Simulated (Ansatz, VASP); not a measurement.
MoH5 in VASP and in Ansatz

```
CELL_PARAMETERS angstrom
2.61626 0.00000 0.00000
-1.30813 2.26575 0.00000
0.00000 0.00000 6.42291
ATOMIC_POSITIONS crystal
H 0.33333 0.66667 0.50000
H 0.66667 0.33333 0.50000
H 0.00000 0.00000 0.28741
H 0.00000 0.00000 0.71259
H 0.00000 0.00000 0.50000
Mo 0.00000 0.00000 0.00000
```

Alike in both runs: functional PBE; k mesh 18 × 18 × 6; occupations gaussian, width 0.1 eV; no spin polarisation.

Ansatz relaxed the structure, and its values are those at the end. VASP's run is a single point on that final structure, the one shown.

|  | VASP | Ansatz |
| --- | --- | --- |
| version | VASP 6.6.1 | Ansatz 0.2.0 |
| potentials or method | VASP PAW PBE potentials, release 64 (H, Mo_sv) | scalar-relativistic, plane waves, PAW |
| plane-wave cutoff (eV) | 520 | 420 |
| valence electrons in the cell | 19 | 19 |

|  | VASP | Ansatz | Ansatz less VASP |
| --- | --- | --- | --- |
| gap on the k mesh at the Fermi level (eV) | none | none | - |
| pressure (GPa) | 0.0 | 0.0 | -0.01 |

A gap of «none» marks a metal or a gap that the smearing closes. The functional is the same, so the differences come from potentials, cutoffs and numerics.
